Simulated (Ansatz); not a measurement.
# GaN (F-43m) in Ansatz: band structure with LDA

Aim: the band structure of GaN with LDA.

Program: Ansatz 0.2.0. These are calculated values, not measurements. Logs are shortened: lines on timing, memory, paths and dates and some standing lists are left out, and cuts for length are marked.

**What was measured.**

A printed reference work, textbook reports, for a bulk crystal of GaN at 0 K: band gap 3.299 eV (direct).

The runs below are set against these values where they give the same quantity.

## 1. The structure

It takes space group F-43m (No. 216, cubic). Conventional cell: a = 4.507 Å, b = 4.507 Å, c = 4.507 Å, α = 90.00°, β = 90.00°, γ = 90.00°. Ga (site symmetry -43m) has 4 N at 1.95 Å as nearest neighbours. Around N (site symmetry -43m) lie 4 Ga at 1.95 Å.

The cell is a database's computed one.

## 2. Band structure, LDA

input.yaml

```yaml
crystal:
  lattice:
    - [0.0, 2.2535006075, 2.2535006075]
    - [2.2535006075, 0.0, 2.2535006075]
    - [2.2535006075, 2.2535006075, 0.0]
  atoms:
    - { symbol: Ga, position: [0.0, 0.0, 0.0] }
    - { symbol: "N", position: [0.25, 0.25, 0.25] }
kpoints:
  mp_grid: { grid: [10, 10, 10] }
  band_path:
    path:
      - [0.0, 0.0, 0.0]
      - [0.5, 0.0, 0.5]
      - [0.5, 0.25, 0.75]
      - [0.375, 0.375, 0.75]
      - [0.0, 0.0, 0.0]
      - [0.5, 0.5, 0.5]
      - [0.625, 0.25, 0.625]
      - [0.5, 0.25, 0.75]
    npoints: 6
scf:
  occupations: { method: fermi_dirac, width: 0.05 }
hamiltonian:
  xc: lda
  pseudopotentials: { kind: all_electron, lapw: { basis_error: 0.001 } }
output:
  forces: true
  stress: true
  eigenvalues: true
```

Potentials or basis: all-electron LAPW, scalar-relativistic.

The run is started by

```sh
$ ansatz run input.yaml --threads 1 --pin off --max-ram 3072MiB --backend cpu --events-out ev --progress --plain --runs-dir out
```

Output:

```text
Warning: RAYON_NUM_THREADS=1 ignored (pool sized by the plan → 1); use --threads N
LAPW: plane waves up to 10.523 Å⁻¹, error target 1.0e-3 eV per atom; small_component_spin mean_spin; N in spheres of 0.857 Å, 7 of its electrons in bands, Dirac shells []; Ga in spheres of 1.095 Å, 21 of its electrons in bands, Dirac shells [] (how accurate: hamiltonian.pseudopotentials.lapw.basis_error, Limitations)
Engine: ansatz 0.2.0, aarch64-unknown-linux-gnu
Pseudopotentials: kind: all_electron
Pseudopotential: Ga, LAPW, valence charge 21, lapw/all_electron/scalar/gaussian/Ga, Koelling and Harmon's equation, gaussian nucleus
Pseudopotential: N, LAPW, valence charge 7, lapw/all_electron/scalar/gaussian/N, Koelling and Harmon's equation, gaussian nucleus
Functional definition: SPW92
  exchange = slater_x
  correlation = pw_c
Crystal: 2 atoms, lattice volume = 22.888 Å³
Basis set: ecut = 421.85417157940407 eV, 459 PW (Γ), exchange–correlation at level 2
Bands: 18, of which v1, the nominal top of the filled ones, is band 14 counted from 1 (13 counted from 0)
Symmetry: 24 space group operations
Space group: F-43m (ITA 216), of the structure as read, at distance tolerance 2.8e-5 Å
k-points: 47 of 1000 (time reversal used)
Non-local potential: Ga, projectors of the file, none
Non-local potential: N, projectors of the file, none
Initial density: superposition of atomic densities (chi_scale 0.1, normalization cell, long waves kept (reshape's long-wave potential 0.00 eV rms))
Initial wavefunctions: plane waves of lowest kinetic energy (no species holds an atomic orbital)
Functional: x = slater, c = lda
iter 1 solved again at ethr=1.81e-2 eV; its pass at ethr=1.00e-1 eV (dr2=5.08e0 eV) is discarded
SCF iter   1: F=—  HF=-54307.158964 eV  |F-HF|=—  |Δ(HF+E_count)|=         —  Δρ=1.33e-1  dr2=5.08e0  ethr=1.81e-2  ⟨swp⟩=2.0  Hψ=5535  notcnv=0
preconditioner: auto → none  [insulator: Δε(μ)=3.245 eV  Ē_g=18.256 eV  σ=0.050 eV  W_gap=1.00  n_scr=14 (ndim 8)  ℏωp=32.9 eV  f_vac=0.000  D(μ)=0.00/eV (n_scr^D=0)  ε∞_Penn≈4.3]
SCF iter   2: F=—  HF=-54305.726145 eV  |F-HF|=—  |Δ(HF+E_count)|=    1.43e0  Δρ=6.08e-2  dr2=7.37e-1  ethr=1.81e-2  ⟨swp⟩=3.0  Hψ=2678  notcnv=0
iter 3 solved again at ethr=1.37e-4 eV; its pass at ethr=2.63e-3 eV (dr2=3.84e-2 eV) is discarded
SCF iter   3: F=—  HF=-54305.194062 eV  |F-HF|=—  |Δ(HF+E_count)|=   5.32e-1  Δρ=1.46e-2  dr2=3.84e-2  ethr=1.37e-4  ⟨swp⟩=2.0  Hψ=4446  notcnv=0
SCF iter   4: F=—  HF=-54305.181681 eV  |F-HF|=—  |Δ(HF+E_count)|=         —  Δρ=2.16e-3  dr2=1.11e-3  ethr=1.37e-4  ⟨swp⟩=2.0  Hψ=2502  notcnv=0
the basis was enlarged: its passes take 133.9 KiB over the memory plan, 1 of 1 planned eigensolver slots
SCF iter   5: F=—  HF=-54305.176332 eV  |F-HF|=—  |Δ(HF+E_count)|=   5.35e-3  Δρ=4.58e-4  dr2=5.17e-5  ethr=3.98e-6  ⟨swp⟩=3.0  Hψ=2509  notcnv=0
SCF iter   6: F=—  HF=-54305.176249 eV  |F-HF|=—  |Δ(HF+E_count)|=   8.32e-5  Δρ=1.60e-4  dr2=2.24e-6  ethr=1.85e-7  ⟨swp⟩=2.0  Hψ=2350  notcnv=0
SCF iter   7: F=-54305.176249 eV  HF=-54305.176249 eV  |F-HF|=5.78e-9  |Δ(HF+E_count)|=   2.16e-7  Δρ=1.54e-5  dr2=2.22e-8  ethr=8.00e-9  ⟨swp⟩=2.0  Hψ=2350  notcnv=0
SCF 1 converged in 7 iterations: F = -54305.176249 eV  dr2 = 2.22e-8
NSCF: frozen V_eff on 43 k-points
SCF converged after 7 iterations
Free energy (F): -54305.176249 eV
Harris-Foulkes:  -54305.176249 eV  (|F-HF|=5.78e-9)
Internal energy: -54305.176249 eV  (E = F + TS)
E sigma→0 (E₀):  -54305.176249 eV
Fermi energy:    11.952892 eV
--- Per-component energies (eV) ---
  E_band       = -1451.371024
  E_kinetic    = 55313.348848
  E_xc         = -2160.557286
  E_electrostatic = -107457.967811  (all electrons and nuclei)
  E_smearing   = -0.000000  (= −TS)
  E_closure    = 0.000000  (closes the sum)
  E_atoms      = -54291.222376  (free atoms, spherical and without spin; not in F)
  Σ components = -54305.176249   (vs F -54305.176249, Δ=0.00e0)
  Basis errors (estimates in eV, not in F): energy 4.5e-4 per atom: plane waves 4.2e-4 (2.5e-4 summed), levels above the bands 7.7e-101, relativity 6.1e-9, radial functions 3.0e-5, core shells 1.1e-9; eigenvalues (radial functions only) 1.0e-5; not estimated: angular momenta, meshes, grids; target (lapw.basis_error) 1.0e-3; muffin-tin radii N 0.857 Å, Ga 1.095 Å
--- Forces (eV/Å), atoms counted from 1 ---
  atom   1  Ga    -0.00000000     0.00000000     0.00000000
  atom   2  N      0.00000000    -0.00000000     0.00000000
  max |Σ_I F_I| component: 4.63e-17 eV/Å
--- Stress (GPa, compression-positive) ---
       -6.299935      -0.000000       0.000000
       -0.000000      -6.299935       0.000000
        0.000000       0.000000      -6.299935
  P = ⅓ Tr σ = -6.2999 GPa (-62.999 kbar)
--- Band table (eV; the first three rows and the last of 47) ---
  k-point 0: bands = ["-360.7579", "-130.1330", "-81.3666", "-81.3666", "-81.3666", "-4.7659", "-2.5415", "-2.5415", "-2.5415", "-2.2257", "-2.2257", "11.0404", "11.0404", "11.0404", "12.7774", "21.1549", "21.1549", "21.1549"]
  k-point 1: bands = ["-360.7579", "-130.1330", "-81.3667", "-81.3666", "-81.3666", "-4.6554", "-2.5280", "-2.5280", "-2.4999", "-2.2270", "-2.2270", "9.9468", "10.9322", "10.9322", "13.6170", "20.6550", "21.3189", "21.3189"]
  k-point 2: bands = ["-360.7579", "-130.1330", "-81.3671", "-81.3667", "-81.3667", "-4.3834", "-2.4967", "-2.4967", "-2.3223", "-2.2258", "-2.2258", "8.1285", "10.6667", "10.6667", "14.6677", "19.8863", "21.5860", "21.5860"]
  k-point 46: bands = ["-360.7579", "-130.1329", "-81.3678", "-81.3675", "-81.3672", "-3.7776", "-2.4031", "-2.3590", "-2.2279", "-2.1987", "-0.0841", "5.2014", "7.4078", "7.4337", "16.7720", "19.0694", "21.6377", "22.0330"]
```

Wall time 17 s (1 thread of Arm Neoverse V1, shared host); peak memory 0.28 GiB.

Results:

| Property | Result |
| --- | --- |
| Free energy | -54305.1762 eV |
| Pressure | -6.3 GPa |
| Band gap on the k mesh | 1.74 eV, direct |
| Band gap along the path | 1.74 eV, direct |

Levels at the corners of the path, in eV from the valence-band top:
```
point  band 12  band 13  band 14  band 15  band 16  band 17
    Γ     0.00     0.00     0.00     1.74    10.11    10.11
    X    -6.21    -2.73    -2.73     3.26     6.47    11.50
    W    -5.78    -3.74    -3.69     6.12     8.22    10.15
    K    -5.95    -4.30    -2.20     4.89     7.71    10.88
    Γ     0.00     0.00     0.00     1.74    10.11    10.11
    L    -7.12    -0.98    -0.98     4.53     8.60    10.20
    U    -5.95    -4.30    -2.20     4.89     7.71    10.88
    W    -5.78    -3.74    -3.69     6.12     8.22    10.15
```

## 3. Against experiment

Step 2. Measured gap of GaN: 3.299 eV (direct; 0 K; a printed reference work, textbook). This calculation gives 1.74 eV (-1.56 eV). Spin-orbit coupling on Ga is left out. The value is that of LDA, without temperature or zero-point motion. Semilocal functionals fall short of measured gaps as a rule. The cell is a database's relaxed one, not the measured one, which moves gaps too.
